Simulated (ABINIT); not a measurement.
A run of ABINIT 10.8.3 (patched build) is set up as follows.

The input run.abi:

```
ndtset 7
getwfk -1
scalecart1 3*0.9795861087
scalecart2 3*0.9864848297
scalecart3 3*0.9932883884
scalecart4 3*1.0000000000
scalecart5 3*1.0066227096
scalecart6 3*1.0131594038
scalecart7 3*1.0196128224

pp_dirpath "./"
pseudos "W.GGA_PBE-JTH.xml"

acell 2.7407019351 2.7407019351 2.7407019351 Angstrom
rprim
    -0.5773502692     0.5773502692     0.5773502692
     0.5773502692    -0.5773502692     0.5773502692
     0.5773502692     0.5773502692    -0.5773502692
ntypat 1
znucl 74
natom 1
typat 1
xred
     0.0000000000     0.0000000000     0.0000000000

ecut 571.439111 eV
pawecutdg 42.0

kptopt 1
ngkpt 12 12 12
nshiftk 1
shiftk 0.0 0.0 0.0

ixc -116133

nband 11
occopt 3
tsmear 0.05 eV

nstep 100
tolvrs 1.0e-9

iomode 3
prtwf 1
prtden 0
prteig 0
prtebands 0
enunit 2
```

Potentials or basis: JTH PAW PBE v2.0.

Command:

```bash
$ abinit run.abi > log 2>&1
```

Predict the equilibrium volume.

15.74 Å³/atom.

What does it give for the bulk modulus?

319 GPa.

Estimate the pressure derivative of the bulk modulus.

3.8.

Energy against volume, from the lowest point:
| volume (Å³/atom) | energy (meV/atom) |
| --- | --- |
| 14.897 | 48.49 |
| 15.214 | 17.85 |
| 15.531 | 2.17 |
| 15.848 | 0.00 |
| 16.165 | 10.16 |
| 16.482 | 31.54 |
| 16.798 | 63.01 |

Caveat: pressures at fixed basis lie under the slope of the energies; the PAW data sets were made with another functional, which shifts forces and pressure a little. Spin-orbit coupling is left out, which matters for the levels of W.
